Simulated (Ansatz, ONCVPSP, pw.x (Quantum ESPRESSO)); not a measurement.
What a changed setting does to a pw.x run (bcc Te)

Potential: optimised norm-conserving Vanderbilt (ONCV), ONCVPSP 4.0.1.1 (patched build), PBE; core [Ar] 3d10, reference 4s2 4p6 4d10 5s2 5p4; waves: 4s+5s: rc 1.40 bohr, ncon 3, nbas 6, qcut 11.3 1/bohr, 2 projectors; 4p+5p: rc 1.10 bohr, ncon 4, nbas 7, qcut 12.5 1/bohr, 2 projectors; 4d: rc 1.25 bohr, ncon 5, nbas 9, qcut 12.3 1/bohr, 2 projectors, debl 2 Ha; local part: polynomial inside 0.90 bohr (lpopt 5, dvloc0 0 Ha); core correction: none.

The reference run (k-mesh 12³, cutoffs 155/620 Ry, Fermi–Dirac 0.01 Ry, mixing_beta 0.4, conv_thr 1e-9, no spin) gives 0.37 GPa at 28.371 Å³/atom, where all-electron LAPW gives 0.14 GPa. This run, with its own iteration cap, changes nspin = 2 with starting_magnetization to -0.3.

```
&control
  calculation='scf', prefix='x', pseudo_dir='./', outdir='./tmp', tstress=.true., disk_io='none'
/
&system
  ibrav=0, nat=1, ntyp=1, ecutwfc=155, ecutrho=620, nbnd=21,
  occupations='smearing', smearing='fd', degauss=0.01, nspin=2, starting_magnetization(1)=-0.3
/
&electrons
  conv_thr=1e-09, mixing_beta=0.4, electron_maxstep=50
/
ATOMIC_SPECIES
Te 1.0 Te.UPF
CELL_PARAMETERS angstrom
  -1.92134292 1.92134292 1.92134292
  1.92134292 -1.92134292 1.92134292
  1.92134292 1.92134292 -1.92134292
ATOMIC_POSITIONS crystal
Te 0.0000 0.0000 0.0000
K_POINTS automatic
12 12 12 0 0 0
```

```bash
pw.x < Te.scf.in > Te.scf.out
```

Q: How does the run end?

A: It converges in 10 iterations; the free energy moves by +0.0 meV/atom and the pressure by -0.01 GPa. The result is that of the reference run.

```
Message from routine setup:
     using ibrav=0 with symmetry is DISCOURAGED, use correct ibrav instead
     lattice parameter (alat)  =       6.2888  a.u.
     unit-cell volume          =     191.4570 (a.u.)^3
     number of electrons       =        24.00
     number of Kohn-Sham states=           21
     kinetic-energy cutoff     =     155.0000  Ry
     charge density cutoff     =     620.0000  Ry
     scf convergence threshold =      1.0E-09
     Exchange-correlation= PBE
     atomic species   magnetization
     number of k points=    72  Fermi-Dirac smearing, width (Ry)=  0.0100
     iteration #  1     ecut=   155.00 Ry     beta= 0.40
     total energy              =    -535.56865069 Ry
     estimated scf accuracy    <       1.17581016 Ry
     total magnetization       =    -0.74 Bohr mag/cell
     absolute magnetization    =     0.74 Bohr mag/cell
     iteration #  2     ecut=   155.00 Ry     beta= 0.40
     total energy              =    -535.79613765 Ry
     estimated scf accuracy    <       0.44371576 Ry
     total magnetization       =    -0.52 Bohr mag/cell
     absolute magnetization    =     0.52 Bohr mag/cell
     iteration #  3     ecut=   155.00 Ry     beta= 0.40
     total energy              =    -535.80929784 Ry
     estimated scf accuracy    <       0.00035761 Ry
     total magnetization       =    -0.11 Bohr mag/cell
     absolute magnetization    =     0.13 Bohr mag/cell
     [... 4 iterations left out ...]
     iteration #  8     ecut=   155.00 Ry     beta= 0.40
     total energy              =    -535.81036588 Ry
     estimated scf accuracy    <          8.0E-09 Ry
     total magnetization       =     0.00 Bohr mag/cell
     absolute magnetization    =     0.00 Bohr mag/cell
     iteration #  9     ecut=   155.00 Ry     beta= 0.40
     total energy              =    -535.81036588 Ry
     estimated scf accuracy    <          1.3E-09 Ry
     total magnetization       =     0.00 Bohr mag/cell
     absolute magnetization    =     0.00 Bohr mag/cell
     iteration # 10     ecut=   155.00 Ry     beta= 0.40
     the Fermi energy is    13.1211 ev
!    total energy              =    -535.81036588 Ry
     estimated scf accuracy    <          2.7E-11 Ry
     smearing contrib. (-TS)   =      -0.00335092 Ry
     The total energy is F=E-TS. E is the sum of the following terms:
     one-electron contribution =    -386.94363521 Ry
     hartree contribution      =     180.82338935 Ry
     xc contribution           =     -41.01876334 Ry
     ewald contribution        =    -288.66800577 Ry
     total magnetization       =     0.00 Bohr mag/cell
     absolute magnetization    =     0.00 Bohr mag/cell
     convergence has been achieved in  10 iterations
          total   stress  (Ry/bohr**3)                   (kbar)     P=        3.59
     Message from routine punch:
     Nothing written, as per user request (disk_io='none')
```

The run took about 1.9 min on one core of a shared host (AMD EPYC 9R45 96-Core Processor, 96 threads, 376 GiB, load 75).
